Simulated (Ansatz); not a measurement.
SnSe:

```xyz
2
Lattice="0.0000 3.0100 3.0100 3.0100 0.0000 3.0100 3.0100 3.0100 0.0000" Properties=species:S:1:pos:R:3 pbc="T T T"
Sn    0.0000    0.0000    0.0000
Se    3.0100    3.0100    3.0100
```

Measurements of this composition are mostly on another form, of space group No. 62.

Base run:

- Program: Ansatz 0.2.0
- Functional: PBE0
- Potentials or basis: Ansatz PAW
- Cutoff: 420 eV (not typed: the program's choice for these potentials)
- k mesh: 6 × 6 × 6
- Occupations: fermi-dirac, width 0.05 eV
- Spin: no spin polarisation

Its results: band gap on the k mesh 0.63 eV, direct; pressure -0.5 GPa.

The run is repeated on the same cell with these changes: functional from PBE0 to HSE06. What comes out?

Band gap on the k mesh 0.40 eV, direct; pressure -0.6 GPa.

Caveats: spin-orbit coupling is left out, which moves the levels of the heavy elements; the PAW data sets come from PBE, with cores solved anew for the run's functional, which leaves a small shift of forces and pressure; the thresholds are loose for stress.
